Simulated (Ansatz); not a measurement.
## Harmonic thermodynamics of TiAl3

All numbers below come from DFT PBE, scalar-relativistic, plane waves, PAW (Ansatz). Settings: 420 eV plane-wave cutoff, Γ-centred 12×12×12 mesh, Fermi-Dirac smearing of 0.15 eV. No spin polarisation. Phonons by linear response, acoustic sum rule imposed.

Equilibrium structure at this level:
```
Ti Al
1.0
     3.98237    0.00000    0.00000
     0.00000    3.98237    0.00000
     0.00000    0.00000    3.98237
Ti Al
1 3
Cartesian
  0.0000 0.0000 0.0000
  1.9912 0.0000 1.9912
  0.0000 1.9912 1.9912
  1.9912 1.9912 0.0000
```

The cell was found from a structure generator's guess, not taken from experiment. In a metal, frequencies and elastic constants depend on the k mesh and the smearing, soft modes and shear constants most. The q mesh is coarse, so values between its points are rough.

Force constants from linear response on a 2×2×2 q mesh, interpolated to a fine mesh.

Task: Give the zero-point energy per atom.

Result: 45.4 meV.

Task: How large are the vibrational entropy and heat capacity at 300 K?

Result: S = 2.83 k_B and C_V = 2.66 k_B per atom, 89 % of the Dulong–Petit value.

Task: Tabulate them against temperature.

Result:
| T (K) | F_vib (meV/atom) | S (k_B/atom) | C_V (k_B/atom) |
| --- | --- | --- | --- |
| 100 | 44.1 | 0.55 | 1.23 |
| 200 | 33.9 | 1.81 | 2.32 |
| 300 | 13.7 | 2.83 | 2.66 |
| 400 | -14.2 | 3.61 | 2.80 |
| 500 | -48.1 | 4.25 | 2.87 |
| 600 | -87.1 | 4.77 | 2.91 |
| 700 | -130.2 | 5.23 | 2.93 |
| 800 | -177.0 | 5.62 | 2.95 |
| 900 | -226.9 | 5.97 | 2.96 |
| 1000 | -279.7 | 6.28 | 2.97 |
